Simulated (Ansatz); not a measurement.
# Al3Cu2: tests of the settings

The task, for Al3Cu2: test the k-point mesh on the displaced cell.

Program: Ansatz 0.2.0. Level of theory: DFT PBEsol, scalar-relativistic, plane waves, PAW. These are calculated values, not measurements.

1 further run of the same task is left out (set aside as unsound or not needed). Runs told in other sessions of the task aren't counted.

## (1) The system as given

The structure is trigonal, space group P-3m1 (No. 164). The conventional cell has a = 4.092 Å, b = 4.092 Å, c = 4.993 Å, α = 90.00°, β = 90.00°, γ = 120.00°. Around Al (site symmetry -3m) lie 6 Cu at 2.49 Å. Al (site symmetry 3m) has 5 Cu at 2.44 to 2.55 Å and 3 Al at 2.80 Å in its first shell of neighbours. Cu (site symmetry 3m) is surrounded by 8 Al at 2.44 to 2.55 Å.

Coordinates:

```xyz
5
Lattice="4.0920 0.0000 0.0000 -2.0460 3.5437 0.0000 0.0000 0.0000 4.9928" Properties=species:S:1:pos:R:3 pbc="T T T"
Al    0.0000    0.0000    0.0000
Al    0.0000    2.3625    1.7471
Al    2.0460    1.1812    3.2457
Cu    0.0000    2.3625    4.1915
Cu    2.0460    1.1812    0.8013
```

The structure comes from the Materials Project (structure only); it is used as listed.

## (2) The base input

File input.yaml:

```yaml
crystal:
  lattice:
    - [4.0919516368, 0.0, 0.0]
    - [-2.0459758184, 3.5437340685, 0.0]
    - [0.0, 0.0, 4.9927787]
  atoms:
    - { symbol: Al, position: [0.0, 0.0, 0.0] }
    - { symbol: Al, position: [0.33333333, 0.66666667, 0.34992535] }
    - { symbol: Al, position: [0.66666667, 0.33333333, 0.65007465] }
    - { symbol: Cu, position: [0.33333333, 0.66666667, 0.83951213] }
    - { symbol: Cu, position: [0.66666667, 0.33333333, 0.16048787] }
basis:
  ecutwfc: 420
kpoints:
  mp_grid: { grid: [12, 12, 8] }
hamiltonian:
  xc: pbesol
scf:
  occupations: { method: gaussian, width: 0.1 }
output:
  forces: true
  stress: true
  eigenvalues: true
  populations: true
  write_density: true
  write_potential: true
  elf: true
  volumetric_format: npy
```

Its results, from an earlier run: -2950.4074 eV/atom at zero smearing, pressure 0.13 GPa, largest force 0.062 eV/Å, no gap on the mesh, in 7 SCF cycles and 33 s.

The runs on the displaced cell use a copy made earlier, with the atoms moved and the axes strained (about 1 %) at random, so that forces and shear stress do not vanish.

## (3) K-point mesh on the displaced cell set to 1×1×1

File input.yaml:

```yaml
crystal:
  lattice:
    - [4.0472680556, 0.0074024528, 0.0200421321]
    - [-2.0172233156, 3.4831102312, -0.012050543]
    - [0.0244543287, -0.0028593368, 4.9807017204]
  atoms:
    - { symbol: Al, position: [-0.0008572511, -0.0022964813, -0.003787046] }
    - { symbol: Al, position: [0.3239394096, 0.6152035583, 0.3246428018] }
    - { symbol: Al, position: [0.6361111384, 0.3216370404, 0.6524015193] }
    - { symbol: Cu, position: [0.2936928577, 0.6558659016, 0.8549848793] }
    - { symbol: Cu, position: [0.648848148, 0.2910866889, 0.1295631523] }
basis:
  ecutwfc: 420
kpoints:
  mp_grid: { grid: [1, 1, 1] }
hamiltonian:
  xc: pbesol
scf:
  occupations: { method: gaussian, width: 0.1 }
output:
  forces: true
  stress: true
  eigenvalues: true
```

Command:

```
$ ansatz run input.yaml --threads 1 --pin off --max-ram 2560MiB --backend cpu --events-out ev --progress --plain --runs-dir out
```

Further runs follow: K-point mesh on the displaced cell: 2×2×2; K-point mesh on the displaced cell: 4×4×2; K-point mesh on the displaced cell: 4×4×4; K-point mesh on the displaced cell set to 6×6×4.

Q: Predict the outcome of the series: the values and the trend.

**Answer**, as computed:

| quantity | value |
| --- | --- |
| k-point mesh on the displaced cell: within 10 and 1 meV/atom of 8×8×6 from | 6×6×4 for 10; none of the others for 1 |

In words: The last step in the k-point mesh on the displaced cell still changes the energy by 1.79 meV/atom: the series is not settled to 1 meV/atom. The error changes sign along the series, since a k mesh isn't variational, and a metal needs dense meshes to resolve its Fermi surface. Forces come within 0.01 eV/Å only at the reference itself.
